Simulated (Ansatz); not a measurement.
Molecular dynamics on a 2×2×2 supercell (16 atoms) of YN (Fm-3m), relaxed with r2SCAN. Forces come from PBEsol in the PAW code Ansatz: a Langevin thermostat at fixed volume, 200 K, steps of 2 fs. Spin polarisation is off, nuclei are classical, and the run is far too short for thermal averages.

```yaml
crystal:
  lattice:
    - [0.0, 4.8960959512, 4.8960959512]
    - [4.8960959512, 0.0, 4.8960959512]
    - [4.8960959512, 4.8960959512, 0.0]
  atoms:
    - { symbol: "Y", position: [0.0, 0.0, 0.0] }
    - { symbol: "N", position: [0.25, 0.25, 0.25] }
    - { symbol: "Y", position: [0.0, 0.0, 0.5] }
    - { symbol: "N", position: [0.25, 0.25, 0.75] }
    - { symbol: "Y", position: [0.0, 0.5, 0.0] }
    - { symbol: "N", position: [0.25, 0.75, 0.25] }
    - { symbol: "Y", position: [0.0, 0.5, 0.5] }
    - { symbol: "N", position: [0.25, 0.75, 0.75] }
    - { symbol: "Y", position: [0.5, 0.0, 0.0] }
    - { symbol: "N", position: [0.75, 0.25, 0.25] }
    - { symbol: "Y", position: [0.5, 0.0, 0.5] }
    - { symbol: "N", position: [0.75, 0.25, 0.75] }
    - { symbol: "Y", position: [0.5, 0.5, 0.0] }
    - { symbol: "N", position: [0.75, 0.75, 0.25] }
    - { symbol: "Y", position: [0.5, 0.5, 0.5] }
    - { symbol: "N", position: [0.75, 0.75, 0.75] }
kpoints:
  mp_grid: { grid: [2, 2, 2] }
hamiltonian:
  xc: pbesol
scf:
  occupations: { method: fermi_dirac, width: 0.02 }
md:
  ensemble: nvt_langevin
  temperature: 200
  timestep: 2.0
  n_steps: 20
  initial_velocities: maxwell_boltzmann
  seed: 19
```

Command: `ansatz run input.yaml --threads 4 --pin off --max-ram 3686MiB --backend cpu --events-out ev --progress --plain --runs-dir out`. It took 42 s on 4 threads of Intel(R) Xeon(R) Platinum 8259CL CPU @ 2.50GHz (Skylake/Cascade Lake), on a shared host; peak host memory 0.89 GiB.

```tsv
step	t (fs)	T (K)	free energy F from step 0 (meV/atom)	kinetic energy (meV/atom)	largest force (eV/Å)
0	0	188	0.0	24.2	0.00
1	2	177	0.1	22.9	0.20
2	4	173	0.3	22.4	0.35
3	6	185	0.8	23.9	0.46
4	8	188	1.6	24.3	0.53
5	10	179	2.5	23.1	0.60
6	12	178	3.6	22.9	0.71
7	14	163	4.7	21.0	0.79
8	16	141	5.9	18.2	0.85
9	18	135	7.0	17.5	0.88
10	20	137	8.2	17.7	0.89
11	22	139	9.0	18.0	0.86
12	24	138	9.7	17.9	0.95
13	26	132	10.5	17.1	1.05
14	28	131	11.2	16.9	1.14
15	30	132	11.9	17.0	1.22
16	32	126	12.6	16.3	1.29
17	34	117	13.5	15.1	1.36
18	36	116	14.3	15.0	1.41
19	38	121	15.1	15.7	1.44
20	40	111	15.9	14.3	1.47
```

The temperature goes from 188 K to 111 K in 40 fs. The thermostat hasn't had time to restore it. The atoms start on their lattice sites with kinetic energy alone, so much of it first passes into potential energy. By the last step the atoms have moved 0.10 Å in the root mean square, the drift of the whole cell taken out, 0.16 Å at most.

Positions (Å) and forces (eV/Å) at step 20:
```
Y    0.037   0.025   0.001    -0.466  -0.608  -0.569
N    2.530   2.554   2.406    -0.113  -0.338  -0.097
Y    2.480   2.399  -0.028     0.184   0.789   0.351
N    5.011   4.999   2.458    -0.458  -0.509  -0.053
Y    2.340   0.065   2.410     1.262  -0.693   0.272
N    4.862   2.463   4.921     0.177  -0.071  -0.250
Y    4.877   2.424   2.438    -0.035  -0.037  -0.228
N    7.367   4.996   4.810     0.103  -0.371   0.316
Y   -0.048   2.454   2.439     0.411   0.703   0.242
N    2.528   5.018   4.857    -0.364  -0.181   0.068
Y    2.446   4.932   2.461    -0.194  -0.901  -0.035
N    4.851   7.328   4.889     0.233   0.288   0.213
Y    2.459   2.327   4.917    -0.215   1.254  -0.377
N    5.051   4.884   7.418    -0.254   0.484  -0.362
Y    4.902   4.838   4.869    -0.173   0.379   0.271
N    7.377   7.432   7.267    -0.098  -0.188   0.237
```
